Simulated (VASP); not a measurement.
# HfS2 in VASP: relaxation of cell and atoms with revPBE+D3(BJ)

Aim: the relaxation of cell and atoms of HfS2 with revPBE+D3(BJ).

Program: VASP 6.6.1. These are calculated values, not measurements. Logs are shortened: lines on timing, memory, paths and dates and some standing lists are left out, and cuts for length are marked.

### Step 1. Starting point

The cell holds a sheet with vacuum, 3 atoms: a = 3.630 Å, b = 3.630 Å, c = 18.880 Å, α = 90.00°, β = 90.00°, γ = 120.00°.

The cell was built by a generator and needn't be a form met in nature.

### Step 2. Relaxation of cell and atoms, revPBE+D3(BJ)

Input file INCAR:

```
ALGO = Normal
EDIFF = 1E-6
EDIFFG = -0.005
ENCUT = 600
GGA = RE
IBRION = 2
ISIF = 3
ISMEAR = 0
IVDW = 12
KPAR = 2
LASPH = T
LATTICE_CONSTRAINTS = .TRUE. .TRUE. .FALSE.
LCHARG = F
LREAL = F
LWAVE = F
NELM = 120
NSW = 60
PREC = Accurate
SIGMA = 0.03
```

Input file KPOINTS:

```
k-points
0
Gamma
  12 12 1
```

Input file POSCAR:

```
HfS2
1.0
    3.6300000000      0.0000000000      0.0000000000
   -1.8150000000      3.1436722200      0.0000000000
    0.0000000000      0.0000000000     18.8800000000
S Hf
2 1
Direct
    0.3333330000      0.6666670000      0.4237288100
    0.6666670000      0.3333330000      0.5762711900
    0.0000000000      0.0000000000      0.5000000000
```

Potentials or basis: VASP PAW PBE potentials, release 64 (S, Hf_pv).

Run with:

```sh
> cat potpaw_PBE.64/S/POTCAR potpaw_PBE.64/Hf_pv/POTCAR > POTCAR
> mpirun -np 2 vasp_std > vasp.out
```

OUTCAR:

```text
EDIFF = 1E-6
   EDIFFG = -0.005
   ENCUT = 600
   GGA = RE
   IBRION = 2
   ISIF = 3
   ISMEAR = 0
   IVDW = 12
   LASPH = T
   LREAL = F
   NELM = 120
   NSW = 60
   PREC = Accurate
 IVDW          = 12

 ion  position               nearest neighbor table
   1  0.333  0.667  0.424-   3 2.54   3 2.54   3 2.54
   2  0.667  0.333  0.576-   3 2.54   3 2.54   3 2.54
   3  0.000  0.000  0.500-   1 2.54   2 2.54   2 2.54   1 2.54   2 2.54   1 2.54

  LATTYP: Found a hexagonal cell.
 ALAT       =     3.6300000000
 C/A-ratio  =     5.2011019284

  Lattice vectors:

 A1 = (   3.6300000000,   0.0000000000,   0.0000000000)
 A2 = (  -1.8150000000,   3.1436722200,   0.0000000000)
 A3 = (   0.0000000000,   0.0000000000,  18.8800000000)

Analysis of symmetry for initial positions (statically):
=====================================================================
 Subroutine PRICEL returns:
 Original cell was already a primitive cell.

 Routine SETGRP: Setting up the symmetry group for a
 hexagonal supercell.

 Subroutine GETGRP returns: Found 12 space group operations
 (whereof 12 operations were pure point group operations)
 out of a pool of 24 trial point group operations.

The static configuration has the point symmetry D_3d.

Analysis of symmetry for dynamics (positions and initial velocities):
=====================================================================
 Subroutine PRICEL returns:
 Original cell was already a primitive cell.

 Routine SETGRP: Setting up the symmetry group for a
 hexagonal supercell.

 Subroutine GETGRP returns: Found 12 space group operations
 (whereof 12 operations were pure point group operations)
 out of a pool of 24 trial point group operations.

The dynamic configuration has the point symmetry D_3d.

 Subroutine INISYM returns: Found 12 space group operations
 (whereof 12 operations are pure point group operations),
 and found     1 'primitive' translations

----------------------------------------------------------------------------------------

                                     Primitive cell

  volume of cell :     215.4497

  direct lattice vectors                    reciprocal lattice vectors
     3.630000000  0.000000000  0.000000000     0.275482094  0.159049661  0.000000000
    -1.815000000  3.143672220  0.000000000     0.000000000  0.318099321  0.000000000
     0.000000000  0.000000000 18.880000000     0.000000000  0.000000000  0.052966102

  length of vectors
     3.630000000  3.630000004 18.880000000     0.318099322  0.318099321  0.052966102

  position of ions in fractional coordinates (direct lattice)
     0.333333000  0.666667000  0.423728810
     0.666667000  0.333333000  0.576271190
     0.000000000  0.000000000  0.500000000

  ion indices of the primitive-cell ions
   primitive index   ion index
                 1           1
                 2           2
                 3           3

----------------------------------------------------------------------------------------

 KPOINTS: k-points

Automatic generation of k-mesh.
 Grid dimensions read from file:
 generate k-points for:   12   12    1

 Generating k-lattice:

  Cartesian coordinates                     Fractional coordinates (reciprocal lattice)
     0.022956841  0.013254138  0.000000000     0.083333333 -0.000000000  0.000000000
     0.000000000  0.026508277  0.000000000     0.000000000  0.083333333  0.000000000
     0.000000000  0.000000000  0.052966102     0.000000000  0.000000000  1.000000000

  Length of vectors
     0.026508277  0.026508277  0.052966102

  Shift w.r.t. Gamma in fractional coordinates (k-lattice)
     0.000000000  0.000000000  0.000000000

 Subroutine IBZKPT returns following result:
 ===========================================

 Found     19 irreducible k-points:

 Following reciprocal coordinates:
            Coordinates               Weight
  0.000000  0.000000  0.000000      1.000000
  0.083333 -0.000000  0.000000      6.000000
  0.166667 -0.000000  0.000000      6.000000
  0.250000  0.000000  0.000000      6.000000
  0.333333 -0.000000  0.000000      6.000000
  0.416667 -0.000000  0.000000      6.000000
[... 11 lines left out ...]
  0.333333  0.250000  0.000000     12.000000
  0.333333  0.333333  0.000000      2.000000
   k-points           NKPTS =     19   k-points in BZ     NKDIM =     19   number of bands    NBANDS=     15
   number of dos      NEDOS =    301   number of ions     NIONS =      3
   total plane-waves  NPLWV = 144000
   dimension x,y,z NGX =    30 NGY =   30 NGZ =  160
   dimension x,y,z NGXF=    60 NGYF=   60 NGZF=  320
   ions per type =               2   1
   NGX,Y,Z   is equivalent  to a cutoff of  13.74, 13.74, 14.09 a.u.
   NGXF,Y,Z  is equivalent  to a cutoff of  27.48, 27.48, 28.18 a.u.
 SYSTEM =  unknown system
   PREC   = accura    normal or accurate (medium, high low for compatibility)
   ISTART =      0    job   : 0-new  1-cont  2-samecut
   ICHARG =      2    charge: 1-file 2-atom 10-const
   ISPIN  =      1    spin polarized calculation?
   LNONCOLLINEAR =      F non collinear calculations
   LSORBIT =      F    spin-orbit coupling
   LASPH  =      T    aspherical Exc in radial PAW
   ENCUT  =  600.0 eV  44.10 Ry    6.64 a.u.   7.25  7.25 37.71*2*pi/ulx,y,z
   NELM   =    120;   NELMIN=  2; NELMDL= -5     # of ELM steps
   EDIFF  = 0.1E-05   stopping-criterion for ELM
   LREAL  =      F    real-space projection
   EDIFFG = -.5E-02   stopping-criterion for IOM
   NSW    =     60    number of steps for IOM
   IBRION =      2    ionic relax: 0-MD 1-quasi-New 2-CG
   NFREE  =      1    steps in history (QN), initial steepest desc. (CG)
   ISIF   =      3    stress and relaxation
   ISYM   =      2    0-nonsym 1-usesym 2-fastsym
   POTIM  = 0.5000    time-step for ionic-motion
   TEBEG  =    0.0;   TEEND  =   0.0 temperature during run
   PSTRESS=    0.0 pullay stress
   NELECT =      22.0000    total number of electrons
   NUPDOWN=      -1.0000    fix difference up-down
   EMIN   =  10.00;   EMAX   =-10.00  energy-range for DOS
   EFERMI =   0.00;   METHOD = LEGACY
   ISMEAR =     0;   SIGMA  =   0.03  broadening in eV -4-tet -1-fermi 0-gaus
   EFERMI_NEDOS =   21; number of points for ismear=-14 and -15
   IALGO  =     38    algorithm
   IMIX   =      4    mixing-type and parameters
     AMIX     =   0.40;   BMIX     =  1.00
     AMIX_MAG =   1.60;   BMIX_MAG =  1.00
  volume/ion in A,a.u.               =      71.82       484.64
  Fermi-wavevector in a.u.,A,eV,Ry     =   0.765186  1.445992  7.966345  0.585510
  Thomas-Fermi vector in A             =   1.865252
   LORBIT       =      0    0 simple, 1 ext, 2 COOP (PROOUT), +10 PAW based schemes
   GGA     = RE    functional components
   LHFCALC =     F    Hartree Fock is set to
   AEXX    =    0.0000 exact exchange contribution
   IVDW    =    12    specifies the selected vdW correction
   LEPSILON=     F    determine dielectric tensor
   LRPA    =     F    only Hartree local field effects (RPA)
 conjugate gradient relaxation of ions
 non-spin polarized calculation
 Gauss-broadening in eV      SIGMA  =   0.03
  energy-cutoff  :      600.00
  volume of cell :      215.45
 maximum number of plane-waves:      7245
 NGX is ok and might be reduce to    30
   NGX = 15   NGY = 15   NGZ = 75

--------------------------------------- Ionic step        1  -------------------------------------------

 number of electron      22.0000000 magnetization

 Free energy of the ion-electron system (eV)
  ---------------------------------------------------
  ext. energy  EPLUGINS =         0.00000000
  ---------------------------------------------------
  free energy    TOTEN  =       -22.09792892 eV

  energy without entropy =      -22.09792892  energy(sigma->0) =      -22.09792892

------------------------ aborting loop because EDIFF is reached ----------------------------------------

 Edisp (eV)   -1.34030

 E8    (eV) :    -0.9587

  FORCE on cell =-STRESS in cart. coord.  units (eV):
  Direction    XX          YY          ZZ          XY          YZ          ZX
  --------------------------------------------------------------------------------------
  -------------------------------------------------------------------------------------
  Total      -0.37096    -0.37096     0.29890    -0.00000     0.00000    -0.00000
  in kB      -2.75863    -2.75863     2.22272    -0.00000     0.00000    -0.00000
  external pressure =       -1.10 kB  Pullay stress =        0.00 kB

 VOLUME and BASIS-vectors are now :
 -----------------------------------------------------------------------------
  energy-cutoff  :      600.00
  volume of cell :      215.45
      direct lattice vectors                 reciprocal lattice vectors
     3.630000000  0.000000000  0.000000000     0.275482094  0.159049661  0.000000000
    -1.815000000  3.143672220  0.000000000     0.000000000  0.318099321  0.000000000
     0.000000000  0.000000000 18.880000000     0.000000000  0.000000000  0.052966102
[... 124 lines left out ...]
 POSITION                                       TOTAL-FORCE (eV/Angst)
 -----------------------------------------------------------------------------------
     -0.00000      2.08041      7.98356         0.000000     -0.000000     -0.053577
      1.80169      1.04021     10.89644        -0.000000      0.000000      0.053577
      3.60338     -0.00000      9.44000         0.000000      0.000000      0.000000
 -----------------------------------------------------------------------------------
    total drift:                                0.000000      0.000000      0.000000

  FREE ENERGIE OF THE ION-ELECTRON SYSTEM (eV)
  ---------------------------------------------------
  free  energy   TOTEN  =       -23.4433080933 eV

  energy  without entropy=      -23.4433080933  energy(sigma->0) =      -23.44330809

--------------------------------------- Ionic step        5  -------------------------------------------

 number of electron      22.0000000 magnetization

 Free energy of the ion-electron system (eV)
  ---------------------------------------------------
  ext. energy  EPLUGINS =         0.00000000
  ---------------------------------------------------
  free energy    TOTEN  =       -22.08538154 eV

  energy without entropy =      -22.08538154  energy(sigma->0) =      -22.08538154

 E-fermi :  -3.0838     XC(G=0):  -3.5639

 val. band max:       -3.2454079183   @ k =   0.0000   0.0000   0.0000
 cond. band min:      -2.0290671210   @ k =   0.5000   0.0000   0.0000
 fundamental gap:      1.2163407972
 Fermi energy:        -3.0838358352

 k-point     1 :       0.0000    0.0000    0.0000
  band No.  band energies     occupation
      1     -33.9151      2.00000
      2     -33.7993      2.00000
      3     -33.7993      2.00000
      4     -16.1352      2.00000
      5     -14.7510      2.00000
      6      -7.4080      2.00000
      7      -5.8261      2.00000
      8      -5.8261      2.00000
      9      -4.2088      2.00000
     10      -3.2454      2.00000
     11      -3.2454      2.00000
     12      -1.1292      0.00000
     13      -1.1292      0.00000
     14      -0.4650      0.00000
     15       2.0863      0.00000
[... 348 lines left out ...]
 POSITION                                       TOTAL-FORCE (eV/Angst)
 -----------------------------------------------------------------------------------
     -0.00000      2.07919      7.97820        -0.000000      0.000000      0.002004
      1.80063      1.03959     10.90180         0.000000     -0.000000     -0.002004
     -1.80063      3.11879      9.44000         0.000000      0.000000      0.000000
 -----------------------------------------------------------------------------------
    total drift:                                0.000000      0.000000      0.000000

  FREE ENERGIE OF THE ION-ELECTRON SYSTEM (eV)
  ---------------------------------------------------
  free  energy   TOTEN  =       -23.4435549752 eV

  energy  without entropy=      -23.4435549752  energy(sigma->0) =      -23.44355498

 reached required accuracy - stopping structural energy minimisation
```

Wall time 1.9 min (2 MPI ranks of AMD EPYC 9R45 (Zen 5), shared host); peak memory 0.43 GiB.

Results:

| Property | Result |
| --- | --- |
| Free energy | -23.4436 eV |
| Relaxed volume | 70.68 Å³/atom |
| Relaxed cell | a = 3.601 Å, b = 3.601 Å, c = 18.880 Å, α = 90.00°, β = 90.00°, γ = 120.00° |
| Space group after relaxing (to 0.05 Å) | P-3m1 (No. 164) |
| Energy gained by relaxing | 1.8 meV/atom |
| Ionic steps | 5 |
| Band gap on the k mesh | 1.22 eV, indirect (least direct gap 2.12 eV) |
| Dispersion energy per atom | -0.453 eV |

Forces on the atoms (eV/Å):
```
S    0.000  0.000  0.002
S    0.000  0.000 -0.002
Hf   0.000  0.000  0.000
```

Step by step:
```
step  energy change (eV)  largest force (eV/Å)  pressure (GPa)  volume (Å³)
   1              0.0000                0.1083           -0.11       215.45
   2             -0.0029                0.1659            0.19       212.89
   3             -0.0029                0.1674            0.18       212.82
   4             -0.0051                0.0536            0.06       212.30
   5             -0.0053                0.0020            0.00       212.05
```

Final structure:
```
CELL_PARAMETERS angstrom
3.60126 0.00000 0.00000
-1.80063 3.11879 0.00000
0.00000 0.00000 18.88000
ATOMIC_POSITIONS crystal
S 0.33333 0.66667 0.42257
S 0.66667 0.33333 0.57743
Hf 0.00000 0.00000 0.50000
```

Caveat: the PAW data sets were made with another functional, which shifts forces and pressure a little; spin-orbit coupling is left out, which moves the levels of the heavy elements.
